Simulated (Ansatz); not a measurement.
**Ta: phonons across the zone**

These are results of DFT PBE, scalar-relativistic, plane waves, PAW in Ansatz 0.2.0, not measurements. Cutoff 420 eV, 20×20×20 k-points (Γ-centred), Fermi-Dirac smearing of 0.15 eV. No spin polarisation. Phonons by linear response, acoustic sum rule imposed.

The cell, relaxed at this level:
```yaml
crystal:
  lattice:
    - [0.00000, 2.11275, 2.11275]
    - [2.11275, 0.00000, 2.11275]
    - [2.11275, 2.11275, 0.00000]
  atoms:
    - { symbol: Ta, position: [0.00000, 0.00000, 0.00000] }
```

In a metal, frequencies and elastic constants depend on the k mesh and the smearing, soft modes and shear constants most. Some empty bands missed the eigensolver's threshold. Spin–orbit coupling is left out, which matters for heavy elements. The q mesh is coarse, so values between its points are rough.

Force constants from linear response on a 2×2×2 q mesh.

Path: Γ–X–U | K–Γ–L–W–X. Distance along the path (Å⁻¹), then the branches (cm⁻¹, negative for imaginary):
```
0.000  0 0 0
0.186  22 22 30
0.372  43 43 58
0.558  62 62 85
0.744  79 79 107
0.929  92 92 126
1.115  102 102 139
1.301  108 108 147
1.487  110 110 150
1.553  109 110 150
1.618  108 112 150
1.684  107 115 149
1.750  104 118 148
1.815  101 123 146
1.881  98 127 145
1.947  94 132 143
2.013  89 137 140
2.013  89 137 140
2.210  73 131 148
2.407  53 120 153
2.604  30 105 149
2.801  -14 88 134
2.998  -23 68 111
3.196  -20 46 79
3.393  -11 24 41
3.590  0 0 0
3.751  8 8 36
3.912  16 16 70
4.073  23 23 102
4.234  29 29 130
4.395  34 34 153
4.556  38 38 170
4.717  40 40 180
4.878  41 41 184
5.009  43 48 183
5.141  50 63 179
5.272  59 81 174
5.403  70 98 166
5.535  82 112 158
5.666  94 123 148
5.798  105 130 138
5.929  111 132 132
6.022  111 128 136
6.115  110 124 140
6.208  110 120 143
6.301  110 117 145
6.394  110 114 147
6.487  110 112 149
6.580  110 110 150
6.673  110 110 150
```

This fcc form isn't the element's structure at ambient conditions.

Cost: 1 run of about 2.2 core-minutes, on Intel Xeon Platinum 8175M (Skylake/Cascade Lake) (shared hosts).